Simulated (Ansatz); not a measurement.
# PbS: equation of state with PBE

Crystal: PbS.

```
Pb S
1.0
     4.08970    0.00000    0.00000
    -2.04485    3.54178    0.00000
     0.00000    0.00000    3.78817
Pb S
1 1
Direct
  0.00000 0.00000 0.00000
  0.66667 0.33333 0.50000
```

Measurements of this composition are mostly on another form, of space group No. 225.

```yaml
Program: Ansatz 0.2.0
Task: equation of state
Functional: PBE
Potentials_or_basis: Ansatz PAW
Cutoff: 420 eV
Density_cutoff: 1680 eV
k_mesh: 8 × 8 × 7
Occupations: fermi-dirac, width 0.05 eV
Spin: no spin polarisation
```

```json
{
 "Equilibrium volume": "27.45 Å³/atom",
 "Bulk modulus at fixed shape and positions": "50 GPa",
 "Pressure derivative of the bulk modulus": "3.3"
}
```

Energy against volume, from the lowest point:
```
volume (Å³/atom)  energy (meV/atom)
          25.789              16.98
          26.338               7.39
          26.887               1.85
          27.435               0.00
          27.984               1.57
          28.533               6.28
          29.082              13.81
```

All runs of the series together: 5.8 s on 2 threads of Intel(R) Xeon(R) 6975P-C (Granite Rapids) (shared host).

Caveat: the cell was scaled at fixed shape and fractional positions, which overstates the stiffness of a crystal with free parameters, most of all of layers and chains. The run has no spin-orbit coupling, so splittings on Pb are missing.
